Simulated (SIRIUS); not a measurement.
Runs of SIRIUS 7.10.0 on Al. Symmetry: P6/mmm, No. 191, hexagonal system. The conventional cell has a = 4.547 Å, b = 4.547 Å, c = 2.754 Å, α = 90.00°, β = 90.00°, γ = 120.00°. Al (site symmetry -6m2) is surrounded by 5 Al at 2.63 to 2.75 Å. The cell was built by a generator and needn't be a form met in nature.

| level | gap on the mesh (eV) | pressure (GPa) | relaxed volume (Å³/atom) |
| --- | --- | --- | --- |
| PBE+D3(BJ) | none | 0.0 | 23.83 |
| PBE+D3 | none | 0.0 | (a) |
| PBE+D4 | none | 0.0 | 23.83 |
| PBE | none | 0.0 | 24.73 |

Alike in all rows: task relaxation of cell and atoms; potentials or basis PseudoDojo 0.4.1 PBE standard (scalar relativistic); no spin polarisation; cell relaxed; k mesh 5 × 5 × 7; cutoff (eV) 557; smearing fermi-dirac 0.05 eV.

Task: Fill in the values left out.

Result: (a) 24.31.

Caveats: pairwise dispersion overbinds metals, which lowers pressure and volume (some runs).

A gap of «none» marks a metal or a gap under the smearing width.
